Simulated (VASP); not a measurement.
# Ru in VASP: work function with PBE

Aim: the work function of Ru with PBE.

Everything below comes from runs of VASP 6.6.1. Logs are shortened: lines on timing, memory, paths and dates and some standing lists are left out, and cuts for length are marked.

**1. The structure**

The cell holds a slab with vacuum, 4 atoms: a = 2.719 Å, b = 2.719 Å, c = 25.632 Å, α = 90.00°, β = 90.00°, γ = 120.00°.

The cell was built by a generator and needn't be a form met in nature.

**2. Work function, PBE**

File INCAR:

```
PREC     = Accurate       # precision mode
ENCUT    = 520            # plane-wave cutoff, eV
EDIFF    = 1E-7           # SCF threshold, eV
ISMEAR   = 1              # smearing method
SIGMA    = 0.1            # smearing width, eV
LREAL    = F              # projectors in reciprocal space
LASPH    = T              # aspherical terms in the spheres
NELM     = 80             # most SCF steps
ALGO     = Normal         # electronic algorithm
ISIF     = 2              # what is computed and relaxed
LWAVE    = F              # write WAVECAR
LCHARG   = T              # write CHGCAR
LDIPOL   = T            
IDIPOL   = 3            
DIPOL    = 0.5 0.5 0.500
GGA      = PE             # functional
LELF     = T              # ELF
LVHAR    = T            
LVACPOTAV= T
```

File KPOINTS:

```
regular mesh
0
Gamma
  14 14 1
```

File POSCAR:

```
Ru                                      
1.0
    2.7193470000      0.0000000000      0.0000000000
   -1.3596735000      2.3550235400      0.0000000000
    0.0000000000      0.0000000000     25.6324044400
  Ru            
     4
Selective dynamics
Direct
     0.3333330000000032    0.6666669999999968    0.3742890299999999   F   F   F
     0.6666669999999968    0.3333330000000032    0.4551790012223679   T   T   T
     0.3333330000000032    0.6666669999999968    0.5395122752264215   T   T   T
     0.6666669999999968    0.3333330000000032    0.6204109072711049   T   T   T
```

Potentials or basis: VASP PAW PBE potentials, release 64 (Ru_pv).

Launch:

```
$ cat potpaw_PBE.64/Ru_pv/POTCAR > POTCAR
$ mpirun -np 1 vasp_std > vasp.out
```

OUTCAR:

```text
PREC = Accurate
   ENCUT = 520
   EDIFF = 1E-7
   ISMEAR = 1
   LREAL = F
   LASPH = T
   NELM = 80
   ISIF = 2
   GGA = PE

 ion  position               nearest neighbor table
   1  0.333  0.667  0.374-   2 2.60   2 2.60   2 2.60
   2  0.667  0.333  0.455-   1 2.60   1 2.60   1 2.60   3 2.67   3 2.67   3 2.67
   3  0.333  0.667  0.540-   4 2.60   4 2.60   4 2.60   2 2.67   2 2.67   2 2.67
   4  0.667  0.333  0.620-   3 2.60   3 2.60   3 2.60

  LATTYP: Found a hexagonal cell.
 ALAT       =     2.7193470000
 C/A-ratio  =     9.4259410219

  Lattice vectors:

 A1 = (   2.7193470000,   0.0000000000,   0.0000000000)
 A2 = (  -1.3596735000,   2.3550235400,   0.0000000000)
 A3 = (   0.0000000000,   0.0000000000,  25.6324044400)

Analysis of symmetry for initial positions (statically):
=====================================================================
 Subroutine PRICEL returns:
 Original cell was already a primitive cell.

 Routine SETGRP: Setting up the symmetry group for a
 hexagonal supercell.

 Subroutine GETGRP returns: Found 12 space group operations
 (whereof  6 operations were pure point group operations)
 out of a pool of 24 trial point group operations.

The static configuration has the point symmetry C_3v.
 The point group associated with its full space group is D_3d.

Analysis of symmetry for dynamics (positions and initial velocities):
=====================================================================
 Subroutine PRICEL returns:
 Original cell was already a primitive cell.

 Routine SETGRP: Setting up the symmetry group for a
 hexagonal supercell.

 Subroutine GETGRP returns: Found 12 space group operations
 (whereof  6 operations were pure point group operations)
 out of a pool of 24 trial point group operations.

The dynamic configuration has the point symmetry C_3v.
 The point group associated with its full space group is D_3d.

Analysis of constrained symmetry for selective dynamics:
=====================================================================
 Subroutine PRICEL returns:
 Original cell was already a primitive cell.

 Routine SETGRP: Setting up the symmetry group for a
 hexagonal supercell.

 Subroutine GETGRP returns: Found  6 space group operations
 (whereof  6 operations were pure point group operations)
 out of a pool of 24 trial point group operations.

[... 106 lines left out ...]
   NSW    =      0    number of steps for IOM
   IBRION =     -1    ionic relax: 0-MD 1-quasi-New 2-CG
   NFREE  =      0    steps in history (QN), initial steepest desc. (CG)
   ISIF   =      2    stress and relaxation
   ISYM   =      2    0-nonsym 1-usesym 2-fastsym
   POTIM  = 0.5000    time-step for ionic-motion
   TEBEG  =    0.0;   TEEND  =   0.0 temperature during run
   PSTRESS=    0.0 pullay stress
   NELECT =      56.0000    total number of electrons
   NUPDOWN=      -1.0000    fix difference up-down
   EMIN   =  10.00;   EMAX   =-10.00  energy-range for DOS
   EFERMI =   0.00;   METHOD = LEGACY
   ISMEAR =     1;   SIGMA  =   0.10  broadening in eV -4-tet -1-fermi 0-gaus
   EFERMI_NEDOS =   21; number of points for ismear=-14 and -15
   IALGO  =     38    algorithm
   IMIX   =      4    mixing-type and parameters
     AMIX     =   0.40;   BMIX     =  1.00
     AMIX_MAG =   1.60;   BMIX_MAG =  1.00
  volume/ion in A,a.u.               =      41.04       276.94
  Fermi-wavevector in a.u.,A,eV,Ry     =   1.143899  2.161656 17.803297  1.308505
  Thomas-Fermi vector in A             =   2.280593
   LORBIT       =      0    0 simple, 1 ext, 2 COOP (PROOUT), +10 PAW based schemes
   GGA     = PE    functional components
   LHFCALC =     F    Hartree Fock is set to
   AEXX    =    0.0000 exact exchange contribution
   IVDW    =     0    specifies the selected vdW correction
   LEPSILON=     F    determine dielectric tensor
   LRPA    =     F    only Hartree local field effects (RPA)
 non-spin polarized calculation
 Methfessel and Paxton  Order N= 1 SIGMA  =   0.10
  energy-cutoff  :      520.00
  volume of cell :      164.15
 maximum number of plane-waves:      4457
   NGX = 11   NGY = 11   NGZ = 95

 dipolmoment           0.000000      0.000000     -0.000013 electrons x Angstroem

 number of electron      56.0000011 magnetization

 dipolmoment           0.000000      0.000000      0.000005 electrons x Angstroem

 Free energy of the ion-electron system (eV)
  ---------------------------------------------------
  ext. energy  EPLUGINS =         0.00000000
  ---------------------------------------------------
  free energy    TOTEN  =       -34.80907746 eV

  energy without entropy =      -34.80787851  energy(sigma->0) =      -34.80867781

 E-fermi :   0.9464     XC(G=0):  -5.4697

 val. band max:        0.9433082343   @ k =   0.2857   0.0714   0.0000
 cond. band min:       0.9513738294   @ k =   0.2143   0.0000   0.0000
 fundamental gap:      0.0080655950
 Fermi energy:         0.9464371693

 k-point     1 :       0.0000    0.0000    0.0000
  band No.  band energies     occupation
      1     -42.6794      2.00000
      2     -42.2820      2.00000
      3     -41.8882      2.00000
      4     -41.8882      2.00000
      5     -41.8116      2.00000
      6     -41.8116      2.00000
[... 853 lines left out ...]
     32       2.1987     -0.00000
     33       7.6136      0.00000

------------------------ aborting loop because EDIFF is reached ----------------------------------------

  FORCE on cell =-STRESS in cart. coord.  units (eV):
  Direction    XX          YY          ZZ          XY          YZ          ZX
  --------------------------------------------------------------------------------------
  -------------------------------------------------------------------------------------
  Total       -2.7211765     -2.7211764     -0.0643994      0.0000000     -0.0000000     -0.0000000
  in kB      -26.5593884    -26.5593874     -0.6285551      0.0000000     -0.0000000     -0.0000000
  external PRESSURE =     -17.9157770 kB  Pullay stress =       0.0000000 kB

 VOLUME and BASIS-vectors are now :
 -----------------------------------------------------------------------------
  energy-cutoff  :      520.00
  volume of cell :      164.15
      direct lattice vectors                 reciprocal lattice vectors
     2.719347000  0.000000000  0.000000000     0.367735342  0.212312103  0.000000000
    -1.359673500  2.355023540  0.000000000     0.000000000  0.424624206  0.000000000
     0.000000000  0.000000000 25.632404440     0.000000000  0.000000000  0.039013117

 POSITION                                       TOTAL-FORCE (eV/Angst)
 -----------------------------------------------------------------------------------
     -0.00000      1.57002      9.59393         0.000000     -0.000000      0.001794
      1.35967      0.78501     11.66733        -0.000000     -0.000000      0.002942
     -0.00000      1.57002     13.82900        -0.000000      0.000000     -0.000740
      1.35967      0.78501     15.90262        -0.000000      0.000000     -0.003997
 -----------------------------------------------------------------------------------
    total drift:                                0.000000     -0.000000     -0.000041

  FREE ENERGIE OF THE ION-ELECTRON SYSTEM (eV)
  ---------------------------------------------------
  free  energy   TOTEN  =       -34.8090774558 eV

  energy  without entropy=      -34.8078785106  energy(sigma->0) =      -34.80867781

 vacuum level on the upper side and lower side of the slab         5.980         5.980
```

OSZICAR:

```text
N       E                     dE             d eps       ncg     rms          rms(c)
DAV:   1     0.541408552747E+03    0.54141E+03   -0.35416E+04  2112   0.157E+03
DAV:   2    -0.199511173159E+02   -0.56136E+03   -0.55173E+03  1773   0.453E+02
DAV:   3    -0.370740212722E+02   -0.17123E+02   -0.16616E+02  2121   0.751E+01
[... 21 lines left out ...]
DAV:  25    -0.348090755251E+02   -0.86226E-06   -0.28357E-08   886   0.568E-04    0.385E-04
DAV:  26    -0.348090765165E+02   -0.99137E-06   -0.26852E-08   905   0.575E-04    0.242E-04
DAV:  27    -0.348090770943E+02   -0.57786E-06   -0.11656E-08   860   0.352E-04    0.872E-05
DAV:  28    -0.348090774035E+02   -0.30917E-06   -0.95846E-09   854   0.316E-04    0.602E-05
DAV:  29    -0.348090774558E+02   -0.52349E-07   -0.21274E-09   825   0.182E-04
   1 F= -.34809077E+02 E0= -.34808678E+02  d E =-.119895E-02
```

Wall time 3.4 min (1 thread of Intel Xeon Platinum 8488C (Sapphire Rapids), shared host); peak memory 0.31 GiB.

Results:

- Free energy: -34.8091 eV
- Largest force: 0.004 eV/Å
- Band gap on the k mesh: none (metal or under the smearing width)
- Work function of the upper face: 5.03 eV
- Work function of the lower face: 5.03 eV

Forces in eV/Å, atoms in the order of the input:
```
Ru   0.000  0.000  0.002
Ru   0.000  0.000  0.003
Ru   0.000  0.000 -0.001
Ru   0.000  0.000 -0.004
```
